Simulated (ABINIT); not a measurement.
# A GW chain in ABINIT: SiC (Moissanite), part 3 of 3

Aim: the G0W0 gap of SiC (Moissanite) on PBE, step by step.

ABINIT 10.8.3; PBE and many-body steps on it, plane waves. Known limits of the many-body steps: not at the basis limit.

So far. Step 4 (Empty states on the mesh, 6×6×4 mesh, 167 bands): On this mesh the gap is 2.329 eV. Step 5 (Screening, 6×6×4 mesh, 159 bands, screening to 195.9 eV): Local fields lower ε∞ by 9 %.

## 6. Self-energy, 6×6×4 mesh, 159 bands, screening to 195.9 eV

The self-energy is evaluated for the states that the input lists, and the levels follow from it, in one-shot runs by the linearised quasiparticle equation.

This step: G0W0 on PBE, plane waves, norm-conserving pseudopotentials.

run.abi reads:

```
acell 3*1.0 Angstrom
rprim 
  3.075999999976 0.000000000005 0.000000000000
  -1.537999999993 2.663894142018 0.000000000000
  0.000000000000 0.000000000000 5.048000000000
ntypat 2
znucl 14 6
natom 4
typat 1 1 2 2
xred 
  0.333333333333 0.666666666667 0.000000000000
  0.666666666667 0.333333333333 0.500000000000
  0.333333333333 0.666666666667 0.385000000000
  0.666666666667 0.333333333333 0.885000000000
pp_dirpath "pseudos"
pseudos "Si.upf, C.upf"
ecut 37
ngkpt 6 6 4
nshiftk 1
shiftk 0 0 0
kptopt 1
chksymbreak 0
istwfk *1
occopt 1
irdwfk 1
optdriver 4
nband 159
gwcalctyp 0
ecutsigx 37
symsigma 1
nkptgw 3
kptgw 
  0.0000000000 0.0000000000 0.0000000000
  0.3333333333 0.3333333333 0.0000000000
  0.5000000000 0.0000000000 0.0000000000
bdgw 
  6 10
  7 10
  7 10
ecuteps 7.2
irdscr 1
ppmodel 1
indata_prefix "in"
outdata_prefix "out"
tmpdata_prefix "tmp"
```

Run with:

```console
OMP_NUM_THREADS=1 mpirun -n 8 abinit run.abi > log
```

Numbers of over 12 decimals in the logs are rounded to 6 here.

Output:

```text
.Version 10.8.3 of ABINIT. v10.8.2 released Aug 2026.

 Symmetries : space group P6_3 m c (#186); Bravais hP (primitive hexag.)
[... echo of the input left out ...]
== DATASET  1 ==================================================================
-   mpi_nproc: 8, omp_nthreads: 1 (-1 if OMP is not activated)

--- !DatasetInfo
iteration_state: {dtset: 1, }
dimensions: {natom: 4, nkpt: 21, mband: 159, nsppol: 1, nspinor: 1, nspden: 1, mpw: 3018, }
cutoff_energies: {ecut:  37.0, pawecutdg:  -1.0, }
electrons: {nelect:   1.60000000E+01, charge:   0.00000000E+00, occopt:   1.00000000E+00, tsmear:   1.00000000E-02, }

 SIGMA: Calculation of the GW corrections

 Based on a program developped by R.W. Godby, V. Olevano, G. Onida, and L. Reining.
 Incorporated in ABINIT by V. Olevano, G.-M. Rignanese, and M. Torrent.
.Using double precision arithmetic ; gwpc =  8

[... cell and pseudopotentials left out ...]
--------------------------------------------------------------------------------

 ==== K-mesh for the wavefunctions ====
 Number of points in the irreducible wedge :    21
[... list of points left out ...]
 Together with 12 symmetry operations and time-reversal symmetry
 yields   144 points in the full Brillouin Zone.

 ==== Q-mesh for screening function ====
 Number of points in the irreducible wedge :    21
[... list of points left out ...]
 Together with 12 symmetry operations and time-reversal symmetry
 yields   144 points in the full Brillouin Zone.

 vcoul_init : cutoff-mode = AUXILIARY_FUNCTION
 q-points for optical limit:   1
     1)      0.000010    0.000020    0.000030
 setmesh: FFT mesh size selected  =    27x   27x   54
          total number of points  =        39366

 Number of electrons calculated from density =   16.0000; Expected =   16.0000
 average of density, n =  0.057319
 r_s =    1.6089
 omega_plasma =   23.0944 [eV]

 === KS Band Gaps ===
  >>>> For spin  1
   Minimum direct gap =   4.0829 [eV], located at k-point      :   0.5000  0.0000  0.0000
   Fundamental gap    =   2.3294 [eV], Top of valence bands at :   0.0000  0.0000  0.0000
                                       Bottom of conduction at :   0.3333  0.3333  0.0000
 SIGMA fundamental parameters:
 PLASMON POLE MODEL  1
 number of plane-waves for SigmaX                 2997
 number of plane-waves for SigmaC and W            251
 number of plane-waves for wavefunctions          2997
 number of bands                                   159
 number of independent spin polarizations            1
 number of spinorial components                      1
 number of k-points in IBZ                          21
 number of q-points in IBZ                          21
 number of symmetry operations                      12
 number of k-points in BZ                          144
 number of q-points in BZ                          144
 number of frequencies for dSigma/dE                 9
 frequency step for dSigma/dE [eV]                0.25
 number of omega for Sigma on real axis              0
 max omega for Sigma on real axis  [eV]           0.00
 zcut for avoiding poles [eV]                     0.10

 EPSILON^-1 parameters (SCR file):
 dimension of the eps^-1 matrix on file            251
 dimension of the eps^-1 matrix used               251
 number of plane-waves for wavefunctions          2997
 number of bands                                   159
 number of q-points in IBZ                          21
 number of frequencies                               2
 number of real frequencies                          1
 number of imag frequencies                          1

 matrix elements of self-energy operator (all in [eV])

 Perturbative Calculation

--- !SelfEnergy_ee
iteration_state: {dtset: 1, }
kpoint     : [   0.000,    0.000,    0.000, ]
spin       : 1
KS_gap     :    4.620
QP_gap     :    5.476
Delta_QP_KS:    0.857
data: !SigmaeeData |
     Band     E0 <VxcDFT>   SigX SigC(E0)      Z dSigC/dE  Sig(E)    E-E0       E
        6   6.864 -15.055 -17.694   2.009   0.792  -0.263 -15.554  -0.499   6.364
        7   6.864 -15.055 -17.694   2.009   0.792  -0.263 -15.554  -0.499   6.364
        8   7.139 -14.882 -17.276   1.800   0.793  -0.260 -15.354  -0.472   6.667
        9  11.758 -12.188  -7.007  -4.703   0.806  -0.241 -11.803   0.385  12.144
       10  13.157 -12.746  -7.214  -5.084   0.794  -0.260 -12.390   0.356  13.513

--- !SelfEnergy_ee
iteration_state: {dtset: 1, }
kpoint     : [   0.333,    0.333,    0.000, ]
spin       : 1
KS_gap     :    6.371
QP_gap     :    7.406
Delta_QP_KS:    1.035
data: !SigmaeeData |
     Band     E0 <VxcDFT>   SigX SigC(E0)      Z dSigC/dE  Sig(E)    E-E0       E
        7   3.097 -12.979 -16.874   2.816   0.782  -0.279 -13.822  -0.843   2.254
        8   3.097 -12.979 -16.874   2.816   0.782  -0.279 -13.822  -0.843   2.254
        9   9.468  -9.842  -5.529  -4.080   0.825  -0.212  -9.650   0.192   9.660
       10  15.123 -12.291  -6.204  -5.342   0.793  -0.261 -11.700   0.591  15.714

--- !SelfEnergy_ee
iteration_state: {dtset: 1, }
kpoint     : [   0.500,    0.000,    0.000, ]
spin       : 1
KS_gap     :    4.083
QP_gap     :    4.996
Delta_QP_KS:    0.913
data: !SigmaeeData |
     Band     E0 <VxcDFT>   SigX SigC(E0)      Z dSigC/dE  Sig(E)    E-E0       E
        7   3.876 -12.725 -16.051   2.345   0.789  -0.267 -13.499  -0.774   3.103
        8   5.651 -14.535 -17.688   2.318   0.789  -0.267 -15.194  -0.659   4.991
        9   9.734 -10.592  -6.058  -4.226   0.821  -0.218 -10.339   0.254   9.987
       10  11.338 -11.767  -6.941  -4.334   0.809  -0.236 -11.368   0.399  11.737

== END DATASET(S) ==============================================================
================================================================================

 -outvars: echo values of variables after computation  --------
           etotal      0.0000000000E+00
            nband         159
             nkpt          21
          spgroup         186
 [... the other variables as echoed above ...]

 Calculation completed.
```

Run time: 18 s. Hardware: 8 MPI ranks of Intel Xeon 6975P-C (Granite Rapids), shared host; peak memory 2.3 GiB.

Numbers from this step:

- G0W0 gap on the points computed: 2.993 eV
- starting gap on the mesh: 2.329 eV
- k of the valence top: 0, 0, 0
- k of the conduction bottom: 0.3333, 0.3333, 0
- Z at the valence top: 0.793
- Z at the conduction bottom: 0.825
- least direct G0W0 gap on the computed points: 4.996 eV

The gap on the mesh goes from 2.33 eV to 2.99 eV, a correction of +0.66 eV.

Limits: finite bands, cutoff and mesh. v1 is the top filled band, c1 the lowest empty one. The levels before and after the correction (eV, zero at the valence-band top of each column):

|  | conduction bottom | valence top |
| --- | --- | --- |
| Kohn-Sham | 2.33 | 0.00 |
| G0W0 | 2.99 | 0.00 |

|  | level | energy (eV) |
| --- | --- | --- |
| Kohn-Sham | Γ v3-v2 | -0.275 |
| Kohn-Sham | Γ v1 | 0.000 |
| Kohn-Sham | Γ c1 | 4.620 |
| Kohn-Sham | Γ c2 | 6.019 |
| Kohn-Sham | (0.333 0.333 0) v2-v1 | -4.042 |
| Kohn-Sham | (0.333 0.333 0) c1 | 2.329 |
| Kohn-Sham | (0.333 0.333 0) c2 | 7.984 |
| G0W0 | Γ v3-v2 | -0.303 |
| G0W0 | Γ v1 | 0.000 |
| G0W0 | Γ c1 | 5.477 |
| G0W0 | Γ c2 | 6.846 |
| G0W0 | (0.333 0.333 0) v2-v1 | -4.413 |
| G0W0 | (0.333 0.333 0) c1 | 2.993 |
| G0W0 | (0.333 0.333 0) c2 | 9.047 |

## 7. Where the time went

Times are wall times on 8 MPI ranks of Intel Xeon 6975P-C (Granite Rapids), shared host, good to a factor of about two.

| step | time | share | memory (GiB) |
| --- | --- | --- | --- |
| ground state | 4 s | 3 % | 0.64 |
| bands along the symmetry lines | 5.6 s | 5 % | 0.63 |
| empty states on the mesh | 34 s | 28 % | 4.4 |
| screening | 63 s | 50 % | 2.1 |
| self-energy | 18 s | 14 % | 2.3 |

## 8. What came out

| Property | Result |
| --- | --- |
| PBE gap | 2.33 eV, indirect |
| G0W0 gap on the mesh | 2.99 eV |
| GW settings | 6×6×4 mesh, 159 bands, screening to 195.9 eV, Godby-Needs plasmon pole |
| known limits | not at the basis limit |

G0W0 moves the gap on the mesh from 2.33 eV to 2.99 eV (+0.66 eV), with Z of 0.79 and 0.82 at the edges. Local fields lower the RPA ε∞ on this mesh from 7.49 to 6.84. Only 3 of the mesh's irreducible points were corrected, so a valley elsewhere could overtake. The dearest step here is «screening». Against experiment, by G0W0@PBE: the gap of 2.99 eV lies −0.34 eV from the measured 3.33 eV (kind not stated, quoted 2020). The calculation has static nuclei and no excitons; a measured gap holds zero-point and thermal motion, which mostly lowers it. Bands and cutoff are finite, so the gap is not at the basis limit. The miss can reach some tenths of an eV and take either sign; the mesh is an error of its own. In the G0W0 run levels were corrected at 3 k points alone, so a gap called «on the mesh» is the least over those, and an edge elsewhere would be missed.

[Paths, hosts, dates, memory and timing lines, banners, echoed tables and standing remarks are left out of the program output.]

[Logs are printed without paths, hosts, clocks, repeated set-up lines and the standing remarks that a program may print on its own settings, such as how far it seeks lower states.]

[Runs of the session that timed out or met a known fault of the program may be left out.]

[Hosts, paths, dates, database ids (printed as entryN), source tags and the programs' standing remarks are cut or masked in the printed files.]

[G0W0 gaps are taken among the corrected bands and points alone; a level outside them can change the order at an edge.]

[Where Ansatz stands beside ABINIT at settings called matched, ABINIT's density can come from a denser mesh and the files from another edition; pairs whose starting gaps differed by over 0.03 eV were left out, so agreement reads better than it is.]
